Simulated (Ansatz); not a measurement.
# Sb in Ansatz: convergence with k mesh

Input of the first run (k mesh 3 × 3 × 3); the others differ in this setting and in those tied to it:

Contents of input.yaml:

```yaml
crystal:
  lattice:
    - [3.16, 0.0, 0.0]
    - [0.0, 3.16, 0.0]
    - [0.0, 0.0, 3.16]
  atoms:
    - { symbol: Sb, position: [0.0, 0.0, 0.0] }
hamiltonian:
  xc: pbe
  pseudopotentials: { kind: paw_fr }
magnetization:
  noncollinear: true
  spin_orbit: true
kpoints:
  mp_grid: { grid: [3, 3, 3] }
scf:
  occupations: { method: gaussian, width: 0.05 }
output:
  forces: true
  stress: true
  eigenvalues: true
```

Potentials or basis: Ansatz PAW.

Command:

```bash
$ ansatz run input.yaml --threads 2 --pin off --max-ram 5632MiB --backend cpu --events-out ev --progress --plain --runs-dir out
```

This isn't the form of Sb at room conditions, which is rhombohedral.

Hardware: 2 threads of Intel(R) Xeon(R) Processor @ 2.50GHz (Skylake/Cascade Lake), on a shared host.

Q: The values tried are 3 × 3 × 3, 4 × 4 × 4, 5 × 5 × 5, 6 × 6 × 6, 8 × 8 × 8, 10 × 10 × 10, 12 × 12 × 12, 14 × 14 × 14, loosest first. From which on does the pressure stay within 0.1 GPa of the tightest run that finished?

A: From 12 × 12 × 12 on.

| k mesh | energy less the tightest run, at zero smearing (meV/atom) | pressure (GPa) | SCF cycles | CPU time (s) | peak memory (GiB) |
| --- | --- | --- | --- | --- | --- |
| 3 × 3 × 3 | 286.58 | -1.90 | 7 | 3.1 | 0.38 |
| 4 × 4 × 4 | 390.01 | -2.70 | 7 | 4 | 0.38 |
| 5 × 5 × 5 | 78.91 | -2.11 | 7 | 3.8 | 0.37 |
| 6 × 6 × 6 | -23.32 | -2.10 | 7 | 5.6 | 0.38 |
| 8 × 8 × 8 | 26.10 | -2.10 | 7 | 7.7 | 0.39 |
| 10 × 10 × 10 | -12.26 | -2.45 | 7 | 11 | 0.41 |
| 12 × 12 × 12 | 20.27 | -2.17 | 7 | 16 | 0.44 |
| 14 × 14 × 14 | 0.00 | -2.15 | 8 | 25 | 0.48 |

Not settled before the last step: the energy (to 1 meV/atom). Meshes of other sizes hit other points, so gaps and Fermi surfaces needn't settle smoothly. The tightest run that finished is the yardstick and may itself not be fully converged.
